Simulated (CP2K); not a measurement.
Crystal: CdTe.

```
Te Cd
1.0
     4.53255    0.00000    0.00000
     2.26628    3.92531    0.00000
     2.26628    1.30844    3.70082
Te Cd
1 1
Direct
  0.75000 0.75000 0.75000
  0.00000 0.00000 0.00000
```

Program: CP2K 2026.2. Alike in all runs: task band structure; no spin polarisation; cell as given; k mesh 7 × 7 × 7; smearing fermi-dirac 0.0259 eV.

Order these runs on this cell by their band gap on the k mesh, lowest first.
A. level PBE; potentials or basis POTENTIAL_UZH Te GTH-PBE-q6, Cd GTH-PBE-q12; TZVP-MOLOPT-PBE-GTH basis; EPS_DEFAULT 1.0E-9; NGRIDS 4; points a segment of the path (NPOINTS) 6; CUTOFF of the grids 450 Ry
B. level LDA; potentials or basis GTH_POTENTIALS Te GTH-PADE-q6, Cd GTH-PADE-q12; TZVP-MOLOPT-PBE-GTH basis; EPS_DEFAULT 1.0E-10; NGRIDS 5; points a segment of the path (NPOINTS) 10; CUTOFF of the grids 450 Ry
C. level r2SCAN; potentials or basis POTENTIAL_UZH Te GTH-SCAN-q6, Cd GTH-SCAN-q12; TZVP-MOLOPT-SCAN-GTH basis; EPS_DEFAULT 1.0E-9; NGRIDS 4; points a segment of the path (NPOINTS) 6; CUTOFF of the grids 675 Ry

B (0.65 eV), A (0.88 eV), C (1.27 eV).

Caveats: spin-orbit coupling is left out, which moves the levels of the heavy elements; the basis of atomic orbitals isn't converged, which shifts pressures, moduli and gaps.
